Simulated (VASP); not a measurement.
A run of VASP 6.6.1 is set up as follows.

INCAR

```
PREC = Accurate ; ENCUT = 520
EDIFF = 1E-6 ; ISMEAR = 0
SIGMA = 0.05 ; LREAL = False
LASPH = True ; NELM = 60
ALGO = Normal ; ISIF = 2
LWAVE = False ; LCHARG = True
GGA = PE ; LELF = True
LVHAR = True
```

KPOINTS

```
regular mesh
0
Gamma
  8 8 8
```

File POSCAR:

```
PbSe
1.0
    0.0000000000      3.0606500000      3.0606500000
    3.0606500000      0.0000000000      3.0606500000
    3.0606500000      3.0606500000      0.0000000000
Pb Se
1 1
Direct
    0.0000000000      0.0000000000      0.0000000000
    0.5000000000      0.5000000000      0.5000000000
```

Potentials or basis: VASP PAW PBE potentials, release 64 (Pb_d, Se).

Command:

```console
$ cat potpaw_PBE.64/Pb_d/POTCAR potpaw_PBE.64/Se/POTCAR > POTCAR
$ mpirun -np 1 vasp_std > vasp.out
```

Problem. Predict the band gap on the k mesh.

Solution. 0.29 eV, direct.

Problem. Predict the pressure.

Solution. 2.4 GPa.

Caveat: spin-orbit coupling is left out, which as a rule narrows the gap of such compounds by several tenths of an eV.

**Measured values to compare with.**

A printed reference work, monograph reports, for a bulk crystal of PbSe at 300 K: band gap 0.28 eV (direct).

Against the measured gap of PbSe, 0.28 eV (direct; 300 K; a printed reference work, monograph), the calculated 0.29 eV is off by +0.01 eV. 2 values of this kind are on record (0.15 to 0.28 eV); this one was drawn at random. Spin-orbit coupling on Pb, Se is left out. The value is that of PBE on a finite k mesh, which can miss the band edges, without temperature or zero-point motion.
